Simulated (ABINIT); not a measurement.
The system is PbS.

```xyz
4
Lattice="2.0800 -5.9913 0.0000 2.0800 5.9913 0.0000 0.0000 0.0000 4.2793" Properties=species:S:1:pos:R:3 pbc="T T T"
Pb    2.0800    4.4268    1.0698
Pb    2.0800   -4.4268    3.2095
S     2.0800    1.7399    1.0698
S     2.0800   -1.7399    3.2095
```

Measurements of this composition are mostly on another form, of space group No. 225.

Base run:

- Program: ABINIT 10.8.3 (patched build)
- Functional: LDA
- Potentials or basis: JTH PAW LDA v2.0
- Cutoff: 544 eV
- k mesh: 6 × 6 × 5
- Occupations: fermi-dirac, width 0.05 eV
- Spin: no spin polarisation

Its results: band gap on the k mesh 1.02 eV, indirect (least direct gap 1.10 eV); largest force 0.097 eV/Å.

Question: The run is repeated on the same cell with these changes: k mesh from 6 × 6 × 5 to 3 × 3 × 2. What comes out?

Answer: Band gap on the k mesh 1.59 eV, indirect (least direct gap 1.79 eV); largest force 0.211 eV/Å.

Caveats: some runs use coarse meshes; spin-orbit coupling is left out, which as a rule narrows the gap of such compounds by several tenths of an eV; an odd mesh through Γ misses points on the zone boundary, where band edges often lie.
